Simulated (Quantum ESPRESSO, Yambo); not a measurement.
# GaN (P6_3mc): G0W0 with Yambo, start to end, part 2 of 3

How does a plane-wave GW calculation on GaN (P6_3mc) run from the first input to the gap?

Quantum ESPRESSO 7.5 and Yambo 5.3.0; PBE and many-body steps on it, plane waves. Known limits of the many-body steps: not at the basis limit; no spin-orbit coupling.

So far. Step 2 (Ground state): The gap is direct, at Γ. Step 3 (Bands along the symmetry lines): The gap is 1.925 eV, as in the run before at this level.

The database entry behind the starting cell has ideal inner coordinates that were not refined, so it need not match the best structure at ambient conditions.

### 4. Empty states on the mesh, 6×6×4 mesh, 129 bands

Level of this step: DFT, PBE, plane waves, norm-conserving pseudopotentials (Quantum ESPRESSO).

The sums over transitions need many empty states on a uniform mesh; this step solves for them.

Input file pw.in:

```
&control
  calculation = 'nscf'
  prefix = 'x'
  outdir = 'o'
  pseudo_dir = 'pseudo'
/
&system
  ibrav = 0
  nat = 4
  ntyp = 2
  ecutwfc = 104.0
  nbnd = 129
  force_symmorphic = .true.
/
&electrons
  conv_thr = 1e-9
  electron_maxstep = 80
  diago_full_acc = .true.
  diago_thr_init = 5e-6
/
ATOMIC_SPECIES
  Ga 69.723 Ga.upf
  N 14.007 N.upf
CELL_PARAMETERS angstrom
  3.1900000000 -0.0000000000 0.0000000000
  -1.5950000000 2.7626210381 0.0000000000
  0.0000000000 0.0000000000 5.1890000000
ATOMIC_POSITIONS crystal
  Ga 0.6666666667 0.3333333333 0.0000000000
  Ga 0.3333333333 0.6666666667 0.5000000000
  N 0.6666666667 0.3333333333 0.3750000000
  N 0.3333333333 0.6666666667 0.8750000000
K_POINTS automatic
  6 6 4 0 0 0
```

On the command line:

```bash
OMP_NUM_THREADS=1 mpirun -n 4 pw.x -nk 4 -in pw.in > pw.out
```

The program printed:

```text
[banner, memory and clock lines left out]
Program PWSCF v.7.5 starts

     Atomic positions and unit cell read from directory:
     o/x.save/

     Message from routine setup:
     using ibrav=0 with symmetry is DISCOURAGED, use correct ibrav instead

     G-vector sticks info

     bravais-lattice index     =            0
     lattice parameter (alat)  =       6.0282  a.u.
     unit-cell volume          =     308.5974 (a.u.)^3
     number of atoms/cell      =            4
     number of atomic types    =            2
     number of electrons       =        52.00
     number of Kohn-Sham states=          129
     kinetic-energy cutoff     =     104.0000  Ry
     charge density cutoff     =     416.0000  Ry
     Exchange-correlation= PBE
                           (   1   4   3   4   0   0   0)

     celldm(1)=   6.028226  celldm(2)=   0.000000  celldm(3)=   0.000000
     celldm(4)=   0.000000  celldm(5)=   0.000000  celldm(6)=   0.000000

     crystal axes: (cart. coord. in units of alat)
               a(1) = (   1.000000  -0.000000   0.000000 )
               a(2) = (  -0.500000   0.866025   0.000000 )
               a(3) = (   0.000000   0.000000   1.626646 )

     reciprocal axes: (cart. coord. in units 2 pi/alat)
               b(1) = (  1.000000  0.577350 -0.000000 )
               b(2) = (  0.000000  1.154701 -0.000000 )
               b(3) = ( -0.000000 -0.000000  0.614762 )
     Pseudo is Norm-conserving + core correction, Zval = 21.0
     Generated using ONCVPSP code by D. R. Hamann
     Using radial grid of 1902 points,  6 beta functions with:
     Pseudo is Norm-conserving + core correction, Zval =  5.0
     Generated using ONCVPSP code by D. R. Hamann
     Using radial grid of 1058 points,  4 beta functions with:
     Ga               21.00    69.72300     Ga( 1.00)
     N                 5.00    14.00700     N ( 1.00)

      6 Sym. Ops. (no inversion) found

   Cartesian axes

     site n.     atom                  positions (alat units)
         1        Ga     tau(   1) = (   0.5000000   0.2886751   0.0000000  )
         2        Ga     tau(   2) = (  -0.0000000   0.5773503   0.8133229  )
         3        N      tau(   3) = (   0.5000000   0.2886751   0.6099922  )
         4        N      tau(   4) = (  -0.0000000   0.5773503   1.4233150  )

     number of k points=    24
                       cart. coord. in units 2pi/alat
        k(    1) = (   0.0000000   0.0000000   0.0000000), wk =   0.0138889
        k(    2) = (   0.0000000   0.0000000   0.1536905), wk =   0.0277778
        k(    3) = (   0.0000000   0.0000000  -0.3073810), wk =   0.0138889
[...]
[... 12 further rows ...]
        k(   23) = (   0.0000000  -0.3849002   0.1536905), wk =   0.0833333
        k(   24) = (  -0.1666667  -0.4811252   0.1536905), wk =   0.1666667

     Dense  grid:    44217 G-vectors     FFT dimensions: (  40,  40,  64)

     The potential is recalculated from file :
     o/x.save/charge-density

     Starting wfcs are   34 randomized atomic wfcs +   95 random wfcs

     Band Structure Calculation

     End of band structure calculation

          k = 0.0000 0.0000 0.0000 (  5539 PWs)   bands (ev):

  -130.4341-130.4340 -81.1736 -81.1736 -81.1736 -81.1732 -81.1732 -81.1723
    -4.2776  -3.3961  -1.8541  -1.8342  -1.8342  -1.7735  -1.7735  -1.5930
    -1.5930  -1.4946  -1.4946  -0.2114   4.6120  10.6332  10.6332  11.6093
    11.6730  11.6730  13.5979  15.9505  20.8585  21.5952  21.5952  22.4793
[...]
[... 5 further rows ...]
[...]
101.9450

          k = 0.0000 0.0000 0.1537 (  5504 PWs)   bands (ev):

  -130.4341-130.4340 -81.1735 -81.1734 -81.1734 -81.1732 -81.1732 -81.1725
[...]
[... 5 further rows ...]
[...]
100.3997

          k = 0.0000 0.0000-0.3074 (  5492 PWs)   bands (ev):

  -130.4341-130.4341 -81.1733 -81.1733 -81.1733 -81.1733 -81.1729 -81.1729
[...]
66.3447  66.3447  68.6333  68.6333  68.6333  68.6333  70.7513  70.7513
     [... 5 further rows ...]
    93.1986  93.1986  93.6513  93.6513  93.6513  93.6513  94.5233  94.5233
    96.2106

          k = 0.0000 0.1925 0.0000 (  5515 PWs)   bands (ev):

     [... further k-points ...]

     highest occupied, lowest unoccupied level (ev):    11.6730   13.5979

     XML data file, pseudopotentials, collected wavefunctions
```

Elapsed: 16 s, on 4 MPI ranks of Intel Xeon 6975P-C (Granite Rapids), shared host; peak memory 0.49 GiB.

This step gave:

```yaml
gap: 1.925 eV
k_of_the_valence_top: 0, 0, 0
k_of_the_conduction_bottom: 0, 0, 0
least_direct_gap: 1.925 eV
k_points_computed: 24
lowest_point_of_the_top_converged_band_above_the_valence_top: 84.5376 eV
```

On this mesh the gap is 1.925 eV.

### 5. Conversion and set-up

This step: Yambo 5.3.0; conversion and set-up on PBE, plane waves, norm-conserving pseudopotentials.

The states are converted to the many-body program's format and the q mesh is built.

On the command line:

```bash
(cd o/x.save; p2y > p2y.log; mv SAVE ../..); yambo > setup.log
```

The program printed:

```text
 Yambo, version 5.3.0

 [02] CORE Variables Setup
 =========================

  [02.01] Unit cells
  ==================

  Cell kind             :  HCP
  Atoms in the cell     :  Ga  N
  number of Ga atoms    :  2
  number of N  atoms    :  2

  List of atomic masses
  Mass of Ga    :  69.72300
  Mass of N     :  14.00700

  List of atomic coordinates    : [cc]
  Ga1       :  3.014113  1.740199  0.000000  order 1
  Ga2       : -0.30141E-09   3.4804       4.9029      order 2
  N1       :  3.014113  1.740199  3.677171  order 3
  N2       : -0.30141E-09   3.4804       8.5801      order 4

  Alat factors          :  6.028226  5.220597  9.805789 [a.u.]
  Direct lattice volume :  308.5974 [a.u.]
  Direct lattice vectors:  A[ 1 ]  A[ 2 ]  A[ 3 ]
   A[ 1 ]:  1.000000 -0.000000  0.000000  [iru]
   6.028226 -0.000000  0.000000  [cc]
   A[ 2 ]: -0.500000  1.000000  0.000000  [iru]
  -3.014113  5.220597  0.000000  [cc]
   A[ 3 ]:  0.000000  0.000000  1.000000  [iru]
   0.000000  0.000000  9.805789  [cc]

  Recip. lattice volume :  0.803799 [a.u.]
  Recip. lattice vectors:  B[ 1 ]  B[ 2 ]  B[ 3 ]
   B[ 1 ]:  1.000000  0.500000  0.000000  [iku]
   1.042294  0.601769 -0.000000  [cc]
   B[ 2 ]:  0.000000  1.000000  0.000000  [iku]
   0.000000  1.203538 -0.000000  [cc]
   B[ 3 ]:  0.000000  0.000000  1.000000  [iku]
  -0.000000 -0.000000  0.640763  [cc]

  [02.02] Symmetries
  ==================

  Inversion symmetry    : yes
  Spatial inversion     : no
  Inversion index       :   7
  K-space Time-reversal : yes
  Magnetic symmetries   : no
  Time-reversal derived K-space symmetries:   7  12
  Group table correct   : yes
  Symmetries units      :  [cc]

   [S  1]:   1.0000       0.0000       0.0000      0.50137E-16   1.0000       0.0000       0.0000       0.0000       1.0000
   [S  2]: -0.500000  0.866025  0.000000 -0.866025 -0.500000  0.000000  0.000000  0.000000  1.000000
   [S  3]: -0.500000 -0.866025  0.000000  0.866025 -0.500000  0.000000  0.000000  0.000000  1.000000
   [S  4]:  -1.0000       0.0000       0.0000     -0.22027E-15   1.0000       0.0000       0.0000       0.0000       1.0000
   [S  5]:  0.500000  0.866025  0.000000  0.866025 -0.500000  0.000000  0.000000  0.000000  1.000000
   [S  6]:  0.500000 -0.866025  0.000000 -0.866025 -0.500000  0.000000  0.000000  0.000000  1.000000
   [S* 7]:  -1.0000      -0.0000      -0.0000     -0.50137E-16  -1.0000      -0.0000      -0.0000      -0.0000      -1.0000
   [S* 8]:  0.500000 -0.866025 -0.000000  0.866025  0.500000 -0.000000 -0.000000 -0.000000 -1.000000
   [S* 9]:  0.500000  0.866025 -0.000000 -0.866025  0.500000 -0.000000 -0.000000 -0.000000 -1.000000
   [S*10]:   1.0000      -0.0000      -0.0000      0.22027E-15  -1.0000      -0.0000      -0.0000      -0.0000      -1.0000
   [S*11]: -0.500000 -0.866025 -0.000000 -0.866025  0.500000 -0.000000 -0.000000 -0.000000 -1.000000
[...]
K [14]         [rlu]:  0.166667  0.166667  0.250000
         WF components:   5523
  [... 9 further k-points ...]
  K [24]         [rlu]: -0.166667 -0.333333  0.250000
         WF components:   5524

  [02.05] Energies & Occupations
  ==============================

  [X] === General ===
  [X] Electronic Temperature                        :  0.000000  0.000000 [eV K]
  [X] Bosonic    Temperature                        :  0.000000  0.000000 [eV K]
  [X] Finite Temperature mode                       : no
  [X] El. density                                   :  0.11371E+25 [cm-3]
  [X] Fermi Level                                   :  11.67297 [eV]

  [X] === Gaps and Widths ===
  [X] Conduction Band Min                           :  1.924975 [eV]
  [X] Valence Band Max                              :  0.000000 [eV]
  [X] Filled Bands                                  :  26
  [X] Empty Bands                                   :   27  129
  [X] Direct Gap                                    :  1.924975 [eV]
  [X] Direct Gap localized at k                     :  1
  [X] Indirect Gap                                  :  1.924975 [eV]
  [X] Indirect Gap between kpts                     :  1  1
  [X] Last valence band width                       :  2.679448 [eV]
  [X] 1st conduction band width                     :  4.523305 [eV]

  E @ K [ 1]:  [eV]
  -142.1071 -142.1070  -92.8466  -92.8465  -92.8465  -92.8461  -92.8461  -92.8453
[...]
occ @ K [ 1]
[...]
E @ K [ 2]:  [eV]
[...]
occ @ K [ 2]
[...]
E @ K [ 3]:  [eV]
[...]
occ @ K [ 3]
[...]
E @ K [ 8]:  [eV]
[...]
occ @ K [ 8]
[...]
E @ K [ 9]:  [eV]
[...]
occ @ K [ 9]
[...]
E @ K [10]:  [eV]
[...]
occ @ K [10]
[...]
E @ K [11]:  [eV]
[...]
occ @ K [11]
[...]
E @ K [12]:  [eV]
[...]
occ @ K [12]
[...]
E @ K [13]:  [eV]
[...]
occ @ K [13]
[...]
E @ K [14]:  [eV]
[...]
occ @ K [14]
[...]
[... 9 further k-points ...]
  E @ K [24]:  [eV]
[...]
occ @ K [24]
[...]
0.000000  0.000000  0.000000  0.000000  0.000000  0.000000  0.000000  0.000000
   0.000000  0.000000  0.000000  0.000000  0.000000  0.000000  0.000000  0.000000

 [03] Transferred momenta grid and indexing
 ==========================================

 IBZ Q-points                                      :  24
 BZ  Q-points                                      :  144

 K/Q-points units:
 rlu = crystal or reduced units; cc = cartesian coordinates; iku = interal k-units

 Q [ 1]         [rlu]:  0.000000  0.000000  0.000000
 Q [ 2]         [rlu]:  0.000000  0.000000  0.250000
 Q [ 3]         [rlu]:  0.000000  0.000000 -0.500000
[...]
Q [ 8]         [rlu]:  0.19298E-16  0.33333      0.25000
 Q [ 9]         [rlu]:  0.19298E-16  0.33333     -0.50000
 Q [10]         [rlu]: -0.28947E-16 -0.50000       0.0000
     [... 12 further rows ...]
 Q [23]         [rlu]: -0.19298E-16 -0.33333      0.25000
 Q [24]         [rlu]: -0.166667 -0.333333  0.250000

  [03.01] X indexes
  =================

   [03.01.01] Sigma indexes
   ========================

 [06] Game Over & Game summary
```

Run time: 2.6 s. Hardware: 1 MPI rank; peak memory 0.26 GiB.

(Continued in part 3 of 3.)

[Paths, hosts, dates, memory and timing lines, banners, echoed tables and standing remarks are left out of the program output.]

[Logs are printed without paths, hosts, clocks, repeated set-up lines and the standing remarks that a program may print on its own settings, such as how far it seeks lower states.]

[Runs of the session that timed out or met a known fault of the program may be left out.]

[Hosts, paths, dates, database ids (printed as entryN), source tags and the programs' standing remarks are cut or masked in the printed files.]
